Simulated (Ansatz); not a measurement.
These are results of DFT PBE, scalar-relativistic, plane waves, PAW (Ansatz 0.2.0), not measurements. Settings: cutoff 420 eV, Γ-centred meshes spaced at most about 0.3 Å⁻¹, and about 0.25 Å⁻¹ or finer for metals (2π included), Gaussian smearing. Spin is collinear in cells that carry moments; the others ran without spin or lost their moments.

Temperature and zero-point effects are left out.

Question: Order these relaxed structures of B₄N₃ by energy, lowest first, with the energy over the lowest of them.
1. (no moments) Space group P-43m (No. 215), cubic, a = 3.606 Å. B has 3 N at 1.54 Å; N is surrounded by 4 B at 1.54 Å.
2. (parallel moments up to 0.7 μB) Space group P-62m (No. 189), hexagonal, a = 4.343 Å, c = 6.210 Å. B on a site of symmetry m2m is surrounded by 3 N at 1.45 Å, 6 B at 2.51 Å, 3 N at 2.89–2.90 Å and 2 B at 3.43 Å; around B on a site of symmetry -62m lie 6 N at 3.43 Å and 6 B at 3.43 Å (long against the sum of covalent radii); around N lie 3 B at 1.45 Å, 6 N at 2.51 Å, 3 B at 2.89–2.90 Å and 2 B at 3.43 Å.
3. (no moments) Space group P-6m2 (No. 187), hexagonal, a = 4.855 Å, c = 3.255 Å. Around B on a site of symmetry mm2 lie 2 N at 1.44 Å; B on a site of symmetry -6m2 is surrounded by 3 N at 1.40 Å; N is surrounded by 3 B at 1.40–1.44 Å.

Answer: 3 (0 meV/atom), 1 (22 meV/atom), 2 (173 meV/atom). Counting N atoms around B (those within 1.25 times the shortest such distance or 1.15 times the sum of covalent radii, 1.27 where that leaves under three; a plus sign parts nearer from farther groups; the shortest distance is added where it exceeds 1.18 times the sum of covalent radii; a slash parts the counts of unlike sites): cell 3 has B 2/3; cell 1 has B 3; cell 2 has B 3/6+6 from 3.4 Å. All come from invented guesses.

The k mesh leaves some 4 meV/atom of noise in the energy of each metallic cell. No dispersion correction is applied, so the spacing and binding between layers, chains or molecules are poorly described (P-6m2, P-62m), and this can change margins and order among such cells. In P-6m2, P-43m an odd number of electrons in the primitive cell allows no gap without spin; a larger cell or a magnetic state could open one. Another magnetic order may lie lower. Cells relaxed within their symmetry can be saddle points. Some structure types and database cells were kept out of the candidates from the start, so a known form may be missing.
